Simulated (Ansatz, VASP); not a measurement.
# One calculation of SnO, two programs

```
CELL_PARAMETERS angstrom
3.66115 0.00000 0.00000
0.00000 3.66115 0.00000
0.00000 0.00000 4.88691
ATOMIC_POSITIONS crystal
Sn 0.50000 0.00000 0.76463
Sn 0.00000 0.50000 0.23537
O 0.00000 0.00000 0.00000
O 0.50000 0.50000 0.00000
```

Change from the starting cell: strain_xy = -0.04.

Alike in both runs: functional PBEsol; k mesh 7 × 7 × 6; occupations fermi-dirac, width 0.05 eV; no spin polarisation.

|  | VASP | Ansatz |
| --- | --- | --- |
| version | VASP 6.6.1 | Ansatz 0.2.0 |
| potentials or method | VASP PAW PBE potentials, release 64 (Sn_d, O), cutoff 520 eV | all-electron LAPW, scalar-relativistic |
| task | single point | band structure |

Ansatz gave:

| Item | Value |
| --- | --- |
| gap on the k mesh at the Fermi level (eV) | none |
| pressure (GPa) | 9.2 |
| largest component of the traceless stress (GPa) | 3.71 |
| rms of the force components (eV/Å) | 0.483 |

Problem. Which values does VASP return?

Solution. gap on the k mesh at the Fermi level (eV): none; pressure (GPa): 9.6; largest component of the traceless stress (GPa): 3.69; rms of the force components (eV/Å): 0.528.

Atom by atom the forces differ by 0.045 eV/Å (rms over components). A gap of «none» marks a metal or a gap that the smearing closes. Ansatz ran all-electron here, so the differences hold the error of VASP's frozen core and of both bases.

Caveats: the PAW data sets were made with another functional, which shifts forces and pressure a little (VASP); spin-orbit coupling is left out, which moves the levels of the heavy elements (Ansatz); forces of over 1 eV/Å show positions far from the minimum, so gaps and moduli don't describe the material at rest (Ansatz).
